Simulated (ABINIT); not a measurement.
A run of ABINIT 10.8.3 (patched build):

File run.abi:

```
# Datasets: one volume each
ndtset 7
getwfk -1
scalecart1 3*0.9795861087
scalecart2 3*0.9864848297
scalecart3 3*0.9932883884
scalecart4 3*1.0000000000
scalecart5 3*1.0066227096
scalecart6 3*1.0131594038
scalecart7 3*1.0196128224

# Pseudopotentials
pp_dirpath "./"
pseudos "Ag.GGA_PBE-JTH.xml"

# Structure
acell 3*1.0
rprim
     0.0000000000     3.8602380411     3.8602380411
     3.8602380411     0.0000000000     3.8602380411
     3.8602380411     3.8602380411     0.0000000000
ntypat 1
znucl 47
natom 1
typat 1
xred
     0.0000000000     0.0000000000     0.0000000000

# Plane-wave basis
ecut 17.0
pawecutdg 34.0

# k points
kptopt 1
ngkpt 11 11 11
nshiftk 1
shiftk 0.0 0.0 0.0

# Exchange and correlation
ixc -144130

# Bands and occupations
nband 10
occopt 3
tsmear 0.05 eV

# SCF cycle
nstep 100
tolvrs 1.0e-9

# Output
iomode 3
prtwf 1
prtden 0
prteig 0
prtebands 0
enunit 1
```

Potentials or basis: JTH PAW PBE v2.0.

Command:

```console
$ abinit run.abi > log 2>&1
```

Hardware: 1 thread of Arm Neoverse V1, with other jobs on the host.

Q: How long does it take, and how much memory?

A: Wall time 46 s on 1 thread of Arm Neoverse V1, on a shared host, peak memory 0.13 GiB. Counts: scf iterations 51, k points 56, bands 10, plane waves 375.
